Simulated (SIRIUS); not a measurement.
# Ta (Im-3m) in SIRIUS: further runs, part 3 of 3

SIRIUS 7.12.0. Earlier steps stand in the parts before.

## (8) Equation of state, WC, 19.09 Å³/atom (volume scaled by 1.06)

Input file sirius.json:

```json
{
  "control": {
    "processing_unit": "cpu",
    "std_evp_solver_name": "lapack",
    "gen_evp_solver_name": "lapack",
    "verbosity": 2,
    "print_forces": false,
    "ortho_rf": true,
    "use_second_variation": true,
    "rmt_max": 3.0,
    "num_bands_to_print": 22,
    "save_wf": true
  },
  "parameters": {
    "electronic_structure_method": "full_potential_lapwlo",
    "xc_functionals": ["XC_GGA_X_WC", "XC_GGA_C_PBE"],
    "core_relativity": "dirac",
    "valence_relativity": "iora",
    "num_fv_states": 22,
    "smearing": "fermi_dirac",
    "smearing_width": 0.0018374661,
    "pw_cutoff": 20,
    "gk_cutoff": 3.54,
    "lmax_apw": 11,
    "lmax_rho": 8,
    "lmax_pot": 8,
    "num_mag_dims": 0,
    "auto_rmt": 0,
    "ngridk": [11, 11, 11],
    "shiftk": [0, 0, 0],
    "num_dft_iter": 80,
    "energy_tol": 1e-07,
    "density_tol": 1e-05,
    "use_symmetry": true
  },
  "settings": {"tol_ne": 1e-10},
  "iterative_solver": {"type": "exact"},
  "mixer": {"type": "anderson", "beta": 0.5, "max_history": 8},
  "unit_cell": {
    "lattice_vectors": [
      [-3.1816681193, 3.1816681193, 3.1816681193],
      [3.1816681193, -3.1816681193, 3.1816681193],
      [3.1816681193, 3.1816681193, -3.1816681193]
    ],
    "atom_types": ["Ta"],
    "atom_files": {"Ta": "Ta.json"},
    "atoms": {"Ta": [[0.0, 0.0, 0.0]]}
  }
}
```

Input file Ta.json:

```json
{
  "name": "tantalum",
  "symbol": "Ta",
  "number": 73,
  "mass": 180.94788,
  "rmin": 1e-06,
  "rmt": 2.6,
  "nrmt": 800,
  "rinf": 15.8,
  "core": "1s2s2p3s3p3d4s4p4d",
  "valence": [
    {"basis": [{"enu": 0.18, "dme": 0, "n": 0, "auto": 0}, {"enu": 0.18, "dme": 1, "n": 0, "auto": 0}]},
    {"l": 0, "n": 1, "basis": [{"enu": 0.28, "dme": 0, "n": 0, "auto": 0}]},
    {"l": 1, "n": 2, "basis": [{"enu": 0.28, "dme": 0, "n": 0, "auto": 0}]},
    {"l": 2, "n": 3, "basis": [{"enu": 0.28, "dme": 0, "n": 0, "auto": 0}]},
    {"l": 3, "n": 4, "basis": [{"enu": 0.28, "dme": 0, "n": 0, "auto": 0}]},
    {"l": 4, "n": 5, "basis": [{"enu": 0.28, "dme": 0, "n": 0, "auto": 0}]}
  ],
  "lo": [
    {"l": 0, "basis": [{"enu": 0.28, "dme": 0, "n": 0, "auto": 0}, {"enu": 0.28, "dme": 1, "n": 0, "auto": 0}]},
    {
      "l": 0,
      "basis": [{"enu": -2.2572, "dme": 0, "n": 5, "auto": 1}, {"enu": -2.2572, "dme": 1, "n": 5, "auto": 1}]
    },
    {
      "l": 0,
      "basis": [{"enu": -2.2572, "dme": 1, "n": 5, "auto": 1}, {"enu": 0.28, "dme": 0, "n": 0, "auto": 0}]
    },
    {"l": 0, "basis": [{"enu": 0.28, "dme": 0, "n": 0, "auto": 0}, {"enu": 2.6469, "dme": 0, "n": 0, "auto": 0}]},
    {"l": 1, "basis": [{"enu": 0.28, "dme": 0, "n": 0, "auto": 0}, {"enu": 0.28, "dme": 1, "n": 0, "auto": 0}]},
    {
      "l": 1,
      "basis": [{"enu": -1.0303, "dme": 0, "n": 5, "auto": 1}, {"enu": -1.0303, "dme": 1, "n": 5, "auto": 1}]
    },
    {
      "l": 1,
      "basis": [{"enu": -1.0303, "dme": 1, "n": 5, "auto": 1}, {"enu": 0.28, "dme": 0, "n": 0, "auto": 0}]
    },
    {"l": 1, "basis": [{"enu": 0.28, "dme": 0, "n": 0, "auto": 0}, {"enu": 3.0019, "dme": 0, "n": 0, "auto": 0}]},
    {"l": 2, "basis": [{"enu": 0.28, "dme": 0, "n": 0, "auto": 0}, {"enu": 0.28, "dme": 1, "n": 0, "auto": 0}]},
    {"l": 2, "basis": [{"enu": 0.28, "dme": 1, "n": 0, "auto": 0}, {"enu": 0.28, "dme": 2, "n": 0, "auto": 0}]},
    {"l": 2, "basis": [{"enu": 0.28, "dme": 0, "n": 0, "auto": 0}, {"enu": 2.5877, "dme": 0, "n": 0, "auto": 0}]},
    {"l": 3, "basis": [{"enu": 0.28, "dme": 0, "n": 0, "auto": 0}, {"enu": 0.28, "dme": 1, "n": 0, "auto": 0}]},
    {
      "l": 3,
      "basis": [{"enu": -0.5047, "dme": 0, "n": 4, "auto": 1}, {"enu": -0.5047, "dme": 1, "n": 4, "auto": 1}]
    },
    {
      "l": 3,
      "basis": [{"enu": -0.5047, "dme": 1, "n": 4, "auto": 1}, {"enu": 0.28, "dme": 0, "n": 0, "auto": 0}]
    },
    {"l": 3, "basis": [{"enu": 0.28, "dme": 0, "n": 0, "auto": 0}, {"enu": 3.712, "dme": 0, "n": 0, "auto": 0}]},
    {"l": 4, "basis": [{"enu": 0.28, "dme": 0, "n": 0, "auto": 0}, {"enu": 0.28, "dme": 1, "n": 0, "auto": 0}]},
    {"l": 4, "basis": [{"enu": 0.28, "dme": 0, "n": 0, "auto": 0}, {"enu": 3.1202, "dme": 0, "n": 0, "auto": 0}]}
  ],
  "free_atom": [... radial grid and density of the free atom, the start of the SCF ...]
}
```

Input file sirius_start.json:

```json
{
  "control": {
    "processing_unit": "cpu",
    "std_evp_solver_name": "lapack",
    "gen_evp_solver_name": "lapack",
    "verbosity": 1,
    "print_forces": false,
    "ortho_rf": true,
    "use_second_variation": true,
    "rmt_max": 3.0,
    "num_bands_to_print": 22,
    "save_wf": false
  },
  "parameters": {
    "electronic_structure_method": "full_potential_lapwlo",
    "xc_functionals": ["XC_LDA_X", "XC_LDA_C_PW"],
    "core_relativity": "dirac",
    "valence_relativity": "iora",
    "num_fv_states": 22,
    "smearing": "fermi_dirac",
    "smearing_width": 0.0055123983,
    "pw_cutoff": 20,
    "gk_cutoff": 2.83,
    "lmax_apw": 11,
    "lmax_rho": 8,
    "lmax_pot": 8,
    "num_mag_dims": 0,
    "auto_rmt": 0,
    "ngridk": [4, 4, 4],
    "shiftk": [0, 0, 0],
    "num_dft_iter": 30,
    "energy_tol": 0.01,
    "density_tol": 0.05,
    "use_symmetry": true
  },
  "settings": {"tol_ne": 1e-10},
  "iterative_solver": {"type": "exact"},
  "mixer": {"type": "anderson", "beta": 0.5, "max_history": 8},
  "unit_cell": {
    "lattice_vectors": [
      [-3.1816681193, 3.1816681193, 3.1816681193],
      [3.1816681193, -3.1816681193, 3.1816681193],
      [3.1816681193, 3.1816681193, -3.1816681193]
    ],
    "atom_types": ["Ta"],
    "atom_files": {"Ta": "Ta.json"},
    "atoms": {"Ta": [[0.0, 0.0, 0.0]]}
  }
}
```

Launch:

```
$ OMP_NUM_THREADS=1 sirius.scf --input=sirius_start.json --output=start.json
$ OMP_NUM_THREADS=1 sirius.scf --input=sirius.json --output=output.json --task=1
```

It took 42 s on 1 thread of Arm Neoverse V1, shared host; peak memory 0.35 GiB.

It converged, with:

* Free energy: -425178.3989 eV
* Band gap on the k mesh: none (metal or under the smearing width)
* All electrons inside the program's atomic spheres: Ta 71.10 (radii Ta 2.6 bohr)

## (9) Equation of state, WC

Potentials or basis: all-electron FP-LAPW, apw+lo standard.

This step only gathers the single runs of the series.

Results:

```
Equilibrium volume                      : 17.70 Å³/atom
Bulk modulus                            : 211 GPa
Pressure derivative of the bulk modulus : 4.4 (rough: it moves with the points fitted)
```

Energy against volume, from the lowest point:
```tsv
volume (Å³/atom)	energy (meV/atom)
16.930	23.61
17.290	6.34
17.650	0.00
18.010	3.27
18.371	15.52
18.731	35.69
19.091	62.67
```

Spin-orbit coupling is left out, which matters for the levels of Ta.

## (10) Comparison with measurements

Step 9. A measured bulk modulus of Ta is 194 GPa (quoted in “Refinement of the equation of state of tantalum”, 2004, arxiv:cond-mat/0403080); the calculated 211 GPa misses it by +8.6 %. The fit is for a static lattice scaled at fixed shape and fixed fractional positions.
